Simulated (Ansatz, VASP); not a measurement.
# Al: VASP beside Ansatz

File INCAR:

```
PREC = Accurate
ENCUT = 520
EDIFF = 1E-6
ISMEAR = 0
SIGMA = 0.15
LREAL = F
LASPH = T
NELM = 100
ALGO = Fast
ISIF = 2
LWAVE = F
LCHARG = F
GGA = CA
NBANDS = 8
```

File KPOINTS:

```
Automatic mesh
0
Gamma
  20 20 20
```

Contents of POSCAR:

```
Al
1.0
    0.0000000000      1.9227810000      2.1251790000
    1.9227810000      0.0000000000      2.1251790000
    1.9227810000      1.9227810000      0.0000000000
Al
1
Direct
    0.0000000000      0.0000000000      0.0000000000
```

Input for Ansatz:

```yaml
crystal:
  lattice:
    - [0.0, 1.922781, 2.125179]
    - [1.922781, 0.0, 2.125179]
    - [1.922781, 1.922781, 0.0]
  atoms:
    - { symbol: Al, position: [0.0, 0.0, 0.0] }
basis:
  ecutwfc: 420
kpoints:
  mp_grid: { grid: [20, 20, 20] }
hamiltonian:
  xc: lda
scf:
  occupations: { method: gaussian, width: 0.15 }
output:
  forces: true
  stress: true
  eigenvalues: true
```

Change from the starting cell: strain -0.050 along x and y, +0.050 along z, atoms carried along.

Alike in both runs: task single point; functional LDA; k mesh 20 × 20 × 20; occupations gaussian, width 0.15 eV; no spin polarisation.

|  | VASP | Ansatz |
| --- | --- | --- |
| version | VASP 6.6.1 | Ansatz 0.2.0 |
| potentials or method | VASP PAW LDA potentials, release 64 (Al) | scalar-relativistic, plane waves, PAW |
| plane-wave cutoff (eV) | 520 | 420 |
| valence electrons in the cell | 3 | 3 |

|  | VASP | Ansatz | Ansatz less VASP |
| --- | --- | --- | --- |
| gap on the k mesh at the Fermi level (eV) | none | none | - |
| pressure (GPa) | 1.4 | 1.3 | -0.09 |
| largest component of the traceless stress (GPa) | 4.92 | 4.89 | -0.031 |

A gap of «none» marks a metal or a gap that the smearing closes.
